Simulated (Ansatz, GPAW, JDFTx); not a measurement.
One calculation of AlN, 3 ways

```
Al N
1.0
     3.11300    0.00000    0.00000
    -1.55650    2.69594    0.00000
     0.00000    0.00000    4.98100
Al N
2 2
Direct
  0.66667 0.33333 0.50000
  0.33333 0.66667 0.00000
  0.66667 0.33333 0.88000
  0.33333 0.66667 0.38000
```

Alike in all runs: task single point; functional PBE; k mesh 10 × 10 × 6; occupations fermi-dirac, width 0.05 eV; no spin polarisation; no spin-orbit coupling. Pressure is positive in compression and, in plane waves, holds the error of the finite cutoff, which Ansatz's Pulay term estimates and takes out.

| program and potentials | plane-wave cutoff (eV) | notes | pressure (GPa) | largest force (eV/Å) |
| --- | --- | --- | --- | --- |
| Ansatz, Ansatz PAW | 500 | - | 3.72 | 0.129 |
| JDFTx, PseudoDojo-SR-PBE-0.5-standard | 1143 | - | 3.36 | 0.131 |
| GPAW, GPAW PAW data sets (gpaw-data 1.2.1) | 800 | - | 4.62 | 0.133 |

Force on atom 1 (Al), eV/Å:

```tsv
program and potentials	x	y	z
Ansatz, Ansatz PAW	0.000	0.000	-0.129
JDFTx, PseudoDojo-SR-PBE-0.5-standard	0.000	0.000	-0.131
GPAW, GPAW PAW data sets (gpaw-data 1.2.1)	0.000	0.000	-0.133
```

The pressure spans 3.36 (JDFTx, PseudoDojo-SR-PBE-0.5-standard) to 4.62 GPa (GPAW, GPAW PAW data sets (gpaw-data 1.2.1)).

The functional is the same throughout but for its coding, so the spread measures potentials, basis and numerics; runs on potential files found faulty are left out.
